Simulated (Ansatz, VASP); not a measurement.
# One calculation of Y, two programs

```xyz
1
Lattice="0.0000 2.5437 2.5437 2.5437 0.0000 2.5437 2.5437 2.5437 0.0000" Properties=species:S:1:pos:R:3 pbc="T T T"
Y     0.0000    0.0000    0.0000
```

Alike in both runs: task single point; functional PBE; k mesh 14 × 14 × 14; occupations gaussian, width 0.05 eV; no spin polarisation.

|  | VASP | Ansatz |
| --- | --- | --- |
| version | VASP 6.6.1 | Ansatz 0.2.0 |
| potentials or method | VASP PAW PBE potentials, release 64 (Y_sv) | scalar-relativistic, plane waves, PAW |
| plane-wave cutoff (eV) | 520 | 420 |
| valence electrons in the cell | 11 | 11 |

VASP gave:

| Quantity | Value |
| --- | --- |
| gap on the k mesh at the Fermi level (eV) | none |
| pressure (GPa) | -0.7 |

Q: What did Ansatz give for the same quantities?

A: gap on the k mesh at the Fermi level (eV): none; pressure (GPa): -0.5.

A gap of «none» marks a metal or a gap that the smearing closes.
